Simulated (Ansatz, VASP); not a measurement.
Two plane-wave programs on Au

```
Au
1.0
     0.00000    2.03500    2.03500
     2.03500    0.00000    2.03500
     2.03500    2.03500    0.00000
Au
1
Cartesian
  0.0000 0.0000 0.0000
```

Alike in both runs: task relaxation of cell and atoms; functional B3LYP; k mesh 6 × 6 × 6; occupations fermi-dirac, width 0.05 eV; no spin polarisation.

|  | VASP | Ansatz |
| --- | --- | --- |
| version | VASP 6.6.1 | Ansatz 0.2.0 |
| potentials or method | VASP PAW PBE potentials, release 64 (Au) | Ansatz PAW |
| plane-wave cutoff (eV) | 600 | 420 |
| valence electrons in the cell | 11 | 19 |

VASP gave:

* gap on the k mesh at the Fermi level, each at its own relaxed structure (eV): none
* relaxed volume (Å³/atom): 19.29
* relaxed cell length with the largest relative difference (Å): 3.010
* energy change over the relaxation (meV/atom): -121

Q: What did Ansatz give for the same quantities?

A: gap on the k mesh at the Fermi level, each at its own relaxed structure (eV): none; relaxed volume (Å³/atom): 19.23; relaxed cell length with the largest relative difference (Å): 3.007; energy change over the relaxation (meV/atom): -113.

A gap of «none» marks a metal or a gap that the smearing closes. The two sets of potentials don't hold the same shells in valence.

Caveats: the k mesh is coarse (spacing up to 0.45 Å⁻¹), so the values aren't converged, least of all with exact exchange; the volume moved by +14 % from the deposited cell, more than functionals usually miss; the PAW data sets were made with another functional, which shifts forces and pressure a little (VASP); the plane-wave basis is chosen anew once the cell has moved, so the energies of steps on either side of that aren't comparable (Ansatz); the PAW data sets come from PBE, with cores solved anew for the run's functional, which leaves a small shift of forces and pressure (Ansatz). Spin-orbit coupling is left out, which matters for the levels of Au. Zero-point motion and thermal expansion aren't in these numbers.
